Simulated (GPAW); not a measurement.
# AlN (F-43m) in GPAW: single point with PBE

Aim: the single point of AlN with PBE.

All numbers are computed with GPAW 26.7.0; they aren't measurements. Logs are shortened: lines on timing, memory, paths and dates and some standing lists are left out, and cuts for length are marked. The log counts tension as positive stress, the text compression.

## Step 1: Starting point

The structure is cubic, space group F-43m (No. 216). The conventional cell has a = 4.368 Å, b = 4.368 Å, c = 4.368 Å, α = 90.00°, β = 90.00°, γ = 90.00°. Al (site symmetry -43m) has 4 N at 1.89 Å as nearest neighbours. N (site symmetry -43m) has 4 Al at 1.89 Å as nearest neighbours.

Measurements of this composition are mostly on another form, of space group No. 186.

## Step 2: Single point, PBE

run.py reads:

```python
from ase import Atoms
from ase.dft.bandgap import bandgap
from ase.io import write
from ase.units import GPa
from gpaw import GPAW, PW

atoms = Atoms(['Al', 'N'],
              cell=[[0.0, 2.1839935596, 2.1839935596],
                    [2.1839935596, 0.0, 2.1839935596],
                    [2.1839935596, 2.1839935596, 0.0]],
              scaled_positions=[[0.0, 0.0, 0.0],
                                [0.25, 0.25, 0.25]],
              pbc=True)

calc = GPAW(mode=PW(550),
            xc='PBE',
            kpts={'size': (8, 8, 8), 'gamma': True},
            occupations={'name': 'fermi-dirac', 'width': 0.05},
            nbands=11,
            maxiter=120,
            txt='gpaw.txt')
atoms.calc = calc
energy = atoms.get_potential_energy()
forces = atoms.get_forces()
stress = atoms.get_stress()
calc.write('gs.gpw')
write('result.traj', atoms)
print(f'Energy: {energy:.6f} eV')
print('Forces (eV/A):')
print(forces.round(4))
print('Stress (GPa):', (stress / GPa).round(3))
print('Fermi level:', round(calc.get_fermi_level(), 4), 'eV')
print(f'Gap: {bandgap(calc)[0]:.4f} eV, direct: {bandgap(calc, direct=True)[0]:.4f} eV')
```

Potentials or basis: GPAW PAW data sets (gpaw-data 1.2.1), pw.

Launch:

```console
OMP_NUM_THREADS=1 python run.py
```

gpaw.txt:

```text
__  _  _
 | _ |_)|_||  |
 |__||  | ||/\| - 26.7.0

Input parameters:
  mode=PW(ecut=550.0),
  kpts=MonkhorstPack(size=(8, 8, 8), gamma=True),
  maxiter=120,
  nbands=11,
  occupations=Occupations(name='fermi-dirac', width=0.05),
  xc=XC(name='PBE')

Diagonalizing LCAO Hamiltonian
Converting LCAO to pw mode

           N
       Al

Atoms  # Å, Bohr magnetons
|   | symbol |        x |        y |        z |    initial magnetic moments |
|---|--------|----------|----------|----------|-----------------------------|
| 0 |     Al | 0.000000 | 0.000000 | 0.000000 | ( 0.0000,  0.0000,  0.0000) |
| 1 |      N | 1.091997 | 1.091997 | 1.091997 | ( 0.0000,  0.0000,  0.0000) |

Unit cell  # Å
| periodic |        x |        y |        z |  lengths |    angles |
|----------|----------|----------|----------|----------|-----------|
|      yes | 0.000000 | 2.183994 | 2.183994 | 3.088633 | 60.000000 |
|      yes | 2.183994 | 0.000000 | 2.183994 | 3.088633 | 60.000000 |
|      yes | 2.183994 | 2.183994 | 0.000000 | 3.088633 | 60.000000 |

Number of symmetries: 24
Symmetry operations  # r_c * U_cc + t_c -> r_c
|    | kind |            matrix            |
|----|------|------------------------------|
|  0 |  E   |  1, 0, 0,  0, 1, 0,  0, 0, 1 |
|  1 |  σ   |  1, 0, 0,  0, 0, 1,  0, 1, 0 |
|  2 |  σ   |  1, 0,-1,  0, 1,-1,  0, 0,-1 |
|  3 |  C3  |  1, 0,-1,  0, 0,-1,  0, 1,-1 |
|  4 |  C3  |  1,-1, 0,  0,-1, 1,  0,-1, 0 |
|  5 |  σ   |  1,-1, 0,  0,-1, 0,  0,-1, 1 |
|  6 |  σ   |  0, 1, 0,  1, 0, 0,  0, 0, 1 |
|  7 |  C3  |  0, 1, 0,  0, 0, 1,  1, 0, 0 |
|  8 |  C2  |  0, 1,-1,  1, 0,-1,  0, 0,-1 |
|  9 |  S4  |  0, 1,-1,  0, 0,-1,  1, 0,-1 |
| 10 |  C3  |  0, 0, 1,  1, 0, 0,  0, 1, 0 |
| 11 |  σ   |  0, 0, 1,  0, 1, 0,  1, 0, 0 |
| 12 |  S4  |  0, 0,-1,  1, 0,-1,  0, 1,-1 |
| 13 |  C3  |  0, 0,-1,  0, 1,-1,  1, 0,-1 |
| 14 |  S4  |  0,-1, 1,  1,-1, 0,  0,-1, 0 |
| 15 |  C2  |  0,-1, 1,  0,-1, 0,  1,-1, 0 |
| 16 |  C3  |  0,-1, 0,  1,-1, 0,  0,-1, 1 |
| 17 |  S4  |  0,-1, 0,  0,-1, 1,  1,-1, 0 |
| 18 |  S4  | -1, 1, 0, -1, 0, 1, -1, 0, 0 |
| 19 |  C3  | -1, 1, 0, -1, 0, 0, -1, 0, 1 |
| 20 |  C3  | -1, 0, 1, -1, 1, 0, -1, 0, 0 |
| 21 |  S4  | -1, 0, 1, -1, 0, 0, -1, 1, 0 |
| 22 |  σ   | -1, 0, 0, -1, 1, 0, -1, 0, 1 |
| 23 |  C2  | -1, 0, 0, -1, 0, 1, -1, 1, 0 |

BZ-sampling:
  Number of BZ points: 512
  Number of IBZ points: 29

  Monkhorst-Pack size: [8, 8, 8]
  Monkhorst-Pack shift: [0.0625, 0.0625, 0.0625]

K-points  # in reciprocal-cell coordinates
|     |                                coordinates |     weight |
|-----|--------------------------------------------|------------|
|   0 | (  0.00000000,   0.00000000,   0.00000000) | 0.00195312 |
|   1 | (  0.12500000,   0.12500000,   0.00000000) | 0.01171875 |
|   2 | (  0.12500000,   0.12500000,   0.12500000) | 0.01562500 |
|   3 | (  0.25000000,   0.12500000,   0.12500000) | 0.02343750 |
|   4 | (  0.25000000,   0.25000000,   0.00000000) | 0.01171875 |
|   5 | (  0.25000000,   0.25000000,   0.12500000) | 0.04687500 |
|   6 | (  0.25000000,   0.25000000,   0.25000000) | 0.01562500 |
|   7 | (  0.37500000,   0.25000000,  -0.37500000) | 0.04687500 |
|   8 | (  0.37500000,   0.25000000,   0.12500000) | 0.04687500 |
|   9 | (  0.37500000,   0.25000000,   0.25000000) | 0.04687500 |
| ... |                                            |            |
|  28 | (  0.50000000,   0.50000000,   0.50000000) | 0.00781250 |

Plane wave coefficients: 620
Cutoff: 550.0 eV

Spin-components: 1 (collinear spins)
Bands:           11
Projectors:      10
Spin-degeneracy: 2
Datatype:        complex128

Parallelization:
  kpt:    1
  domain: 1
  band:   1

Density:
  Valence electrons: 8.0
  Components: 1
  Grid points: [18 18 18]
  Charge: 0.0  # |e|

Potential:
  Grid points: [18 18 18]

species:
  Al:
    name:    Aluminium
    Z:       13.0
    valence: 3
    core:    10
    charge:  0.0  # [|e|]
    compensation charges:
      type: gauss
      rc: 0.34  # [Å]
      lmax: 2
    cutoffs:
      filter: 1.91  # [Å]
      core: 2.36  # [Å]
    projectors
    | kind |    occ | energy [eV] | rcut [Å] |
    |------|--------|-------------|----------|
    |   3s |  2.000 |      -7.753 |    1.085 |
    |   3p |  1.000 |      -2.712 |    1.085 |
    |    s |        |      19.459 |    1.085 |
    |    p |        |      24.499 |    1.085 |
    |    d |        |       0.000 |    1.085 |

    Using partial waves for Al as LCAO basis

  N:
    name:    Nitrogen
    Z:       7.0
    valence: 5
    core:    2
    charge:  0.0  # [|e|]
    compensation charges:
      type: gauss
      rc: 0.18  # [Å]
      lmax: 2
    cutoffs:
      filter: 1.11  # [Å]
      core: 0.96  # [Å]
    projectors
    | kind |    occ | energy [eV] | rcut [Å] |
    |------|--------|-------------|----------|
    |   2s |  2.000 |     -18.583 |    0.603 |
    |   2p |  3.000 |      -7.089 |    0.529 |
    |    s |        |       8.629 |    0.603 |
    |    p |        |      20.123 |    0.529 |
    |    d |        |       0.000 |    0.577 |

    Using partial waves for N as LCAO basis

Reference energy: -8085.144769  # eV

eigensolver:
  PPCG
  Converge bands: occupied
  niter=2

density mixing:
  MSR1-Mixer
  Pratt-step length: 0.05
  Maximum mixing coefficient: 0.75
  Old densities: 10
  SVD Regularization: 0.005
  Good broyden scale: 1.0
  Trust region scale: 1.0
  Backstep threshold: 4.0
  History deletion threshold: 6.0
  Fourier metric: weight=20.0, sigma=0.015

occupation numbers:
  Fermi-Dirac:
    width: 0.0500  # eV

poisson solver:
  ecut: 4400.0  # eV

xc functional:
  name: PBE with 2 nearest neighbor stencil

convergence criteria:
- Maximum [total energy] change in last 3 cyles: 0.0005 eV / valence electron
- Maximum integral of absolute [dens]ity change: 0.0001 electrons / valence electron
- Maximum integral of absolute [eigenst]ate change: 4e-08 eV^2 / valence electron
maximum number of iterations: 120

SCF iterations
|iter     | |      energy | eigst |  dens |
|---------|-|-------------|-------|-------|
|iter:   1| |  -16.400316 | -0.30 |       |
|iter:   2| |  -15.902849 | -2.27 | -0.56 |
|iter:   3| |  -14.465511 | -0.92 | -0.61 |
|iter:   4| |  -14.475729 | -3.07 | -1.25 |
|iter:   5| |  -14.481504 | -3.42 | -1.55 |
|iter:   6| |  -14.481561 | -5.45 | -2.76 |
|iter:   7| |  -14.481575c| -6.39 | -3.13 |
|iter:   8| |  -14.481575c| -8.64c| -4.42c|

Converged in 8 steps
Energy contributions relative to reference atoms: (reference = -8085.144769)

Energy contributions:
  Kinetic:          15.921305
  Coulomb:         -13.184650
  Zero:             -0.052577
  External:          0.000000
  Xc:              -17.165653
  Entropy:          -0.000000
  Spinorbit:         0.000000
  ----------------------------
  Free energy:     -14.481575
  Extrapolated:    -14.481575

dipole moment: (-8.599672, -8.599672, -8.599672)  # |e|*Ang

Fermi level: 6.985
Eigenvalues  # (at kpt = [0.000, 0.000, 0.000])
| band index |      eig [eV] | occ [0-2] |
|------------|---------------|-----------|
|          0 |        -9.039 |     2.000 |
|          1 |         6.001 |     2.000 |
|          2 |         6.001 |     2.000 |
|          3 |         6.001 |     2.000 |
|          4 |        10.151 |     0.000 |
|          5 |        18.549 |     0.000 |
|          6 |        18.549 |     0.000 |
|          7 |        18.549 |     0.000 |
|          8 |        23.676 |     0.000 |
|          9 |        23.692 |     0.000 |
|         10 |        25.118 |     0.000 |

Gap: 3.288 eV
Transition (v -> c):
  (s=0, k=0, n=3, [0.00, 0.00, 0.00]) -> (s=0, k=24, n=4, [0.50, 0.50, 0.00])
Direct/indirect transitions are different
Direct gap: 4.150 eV
Transition at: (s=0, k=0, n=3, [0.00, 0.00, 0.00])

Forces  # eV/Ang
|        x |        y |        z |
|----------|----------|----------|
| -0.00000 | -0.00000 | -0.00000 |  # Al   0
|  0.00000 | -0.00000 | -0.00000 |  # N    1

Stress tensor  # eV/Ang^3
|         x |         y |         z |
|-----------|-----------|-----------|
|  0.031131 | -0.000000 | -0.000000 |
| -0.000000 |  0.031131 |  0.000000 |
| -0.000000 |  0.000000 |  0.031131 |

# Writing to gs.gpw (mode='')
```

It took 5.2 s on 1 thread of INTEL XEON PLATINUM 8581C at 2.10GHz (Emerald Rapids), shared host; peak memory 0.13 GiB.

These settings aren't checked as converged: the numbers below hold their error.

Results:

```yaml
Free_energy: -14.4816 eV
Pressure: -5.0 GPa
Band_gap_on_the_k_mesh: 3.29 eV, indirect (least direct gap 4.15 eV)
```

Caveat: the cutoff is short for stress and forces, so pressures can be off by a GPa or more.
